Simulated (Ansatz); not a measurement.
Computed frozen-phonon scan: ZrO2 (fluorite)

Starting cell, ZrO$_{2}$ (fluorite):

```
ZrO2
1.0
    0.00000     5.08933     5.08933
    2.54467     2.54467     5.08933
    2.54467     2.54467     0.00000
Zr O
2 4
Direct
  0.00000   0.00000   0.00000
  0.50000   0.00000   0.00000
  0.00000   0.25000   0.25000
  0.50000   0.25000   0.25000
  0.00000   0.75000   0.75000
  0.50000   0.75000   0.75000
```

The atoms are displaced by Q × the pattern below (from a DFPT mode at X = (0.5, 0.5, 0.0), largest move 1; Q in Å), at fixed cell. (q is in reciprocal vectors of the primitive cell; the cell shown is doubled to hold the pattern.)

```csv
atom,x,y,z
O3,0.000,0.000,-1.000
O4,0.000,0.000,1.000
O5,0.000,0.000,-1.000
O6,0.000,0.000,1.000
```

Atoms not listed stay in place.

Level of theory: r2SCAN (plane waves to 500 eV, PAW, scalar-relativistic; Ansatz, an electronic-structure program). k mesh 11×11×11 (Γ-centred), Fermi-Dirac smearing 0.05 eV. E stands for the smeared free energy. Stress and pressure are positive under compression. This is a high-temperature form of ZrO2. ZrO2 is run without spin polarisation. ZrO2 was relaxed with its symmetry unable to fall. The zero of ΔE is the undisplaced structure.

| Q (Å) | ΔE (meV/cell) | −dE/dQ from forces (eV/Å) | P (GPa) |
|---|---|---|---|
| -0.440 | 467 | 6.288 | 18.9 |
| -0.367 | 104 | 3.661 | 12.9 |
| -0.293 | -80 | 1.466 | 8.1 |
| -0.220 | -127 | -0.083 | 4.5 |
| -0.147 | -88 | -0.817 | 1.9 |
| -0.073 | -28 | -0.702 | 0.5 |
| 0.000 | 0 | 0.000 | 0.0 |
| 0.073 | -28 | 0.702 | 0.5 |
| 0.147 | -88 | 0.817 | 1.9 |
| 0.220 | -127 | 0.083 | 4.5 |
| 0.293 | -80 | -1.466 | 8.1 |
| 0.367 | 104 | -3.661 | 12.9 |
| 0.440 | 467 | -6.288 | 18.9 |

Summary:

| Property | Value |
|---|---|
| Energy at Q = 0.440 Å | 467 meV/cell |
| Space group of the distorted cell | P4_2/nmc (No. 137), lowered from Fm-3m |
| Symmetry of the curve | even: the same for both signs |
| Shape of the curve | a double well: the undisplaced structure is a maximum between two minima |
| Position of the deepest minimum (fit) | 0.23 Å from zero |
| Depth of the well (fit) | 127 meV/cell, cell held fixed |

(A displaced cell: forces are minus the slopes of the energy, force constants its curvatures, and phonons follow from these.)
